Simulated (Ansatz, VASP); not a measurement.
MgO: VASP beside Ansatz

Contents of INCAR:

```
SYSTEM = MgO
PREC = Accurate
ENCUT = 520
EDIFF = 1E-6
ISMEAR = 0
SIGMA = 0.05
LREAL = .False.
LASPH = .True.
NELM = 80
ALGO = Normal
ISIF = 2
LWAVE = .False.
LCHARG = .True.
GGA = PS
LELF = .True.
LVHAR = .True.
NBANDS = 11
```

The input KPOINTS:

```
regular mesh
0
Gamma
  9 9 8
  0 0 0
```

POSCAR

```
MgO
1.0
    2.9380209034      0.0000000000      0.0000000000
   -1.4690104517      2.5444007392      0.0000000000
    0.0000000000      0.0000000000      2.6796800000
Mg O
1 1
Direct
    0.0000000000      0.0000000000      0.0000000000
    0.3333333333      0.6666666667      0.6119536661
```

Input for Ansatz:

```yaml
crystal:
  lattice:
    - [2.9380209034, 0.0, 0.0]
    - [-1.4690104517, 2.5444007392, 0.0]
    - [0.0, 0.0, 2.67968]
  atoms:
    - { symbol: Mg, position: [0.0, 0.0, 0.0] }
    - { symbol: O, position: [0.3333333333, 0.6666666667, 0.6119536661] }
basis:
  ecutwfc: 420
kpoints:
  mp_grid: { grid: [9, 9, 8] }
hamiltonian:
  xc: pbesol
scf:
  occupations: { method: gaussian, width: 0.05 }
output:
  forces: true
  stress: true
  eigenvalues: true
```

Change from the starting cell: all O atoms moved -0.300 Å, as atom 2 towards its neighbour atom 2 (O) at 2.680 Å.

Alike in both runs: task single point; functional PBEsol; k mesh 9 × 9 × 8; occupations gaussian, width 0.05 eV; no spin polarisation.

```csv
,VASP,Ansatz
version,VASP 6.6.1,Ansatz 0.2.0
potentials or method,"VASP PAW PBE potentials, release 64 (Mg, O)","scalar-relativistic, plane waves, PAW"
plane-wave cutoff (eV),520,420
valence electrons in the cell,8,16
```

|  | VASP | Ansatz | Ansatz less VASP |
| --- | --- | --- | --- |
| gap on the k mesh at the Fermi level (eV) | 2.81 | 2.81 | +0.002 |
| least direct gap on the mesh (eV) | 3.33 | 3.33 | 0.000 |
| pressure (GPa) | 3.4 | 3.7 | +0.33 |
| largest component of the traceless stress (GPa) | 0.77 | 0.90 | +0.134 |
| rms of the force components (eV/Å) | 0.624 | 0.614 | -0.0098 |

Atom by atom the forces differ by 0.010 eV/Å (rms over components). With one functional, cell and mesh, what is left measures potentials, basis and numerics. The two sets of potentials don't hold the same shells in valence.

Caveats: the PAW data sets were made with another functional, which shifts forces and pressure a little (VASP); an odd mesh through Γ misses points on the zone boundary, where band edges often lie.
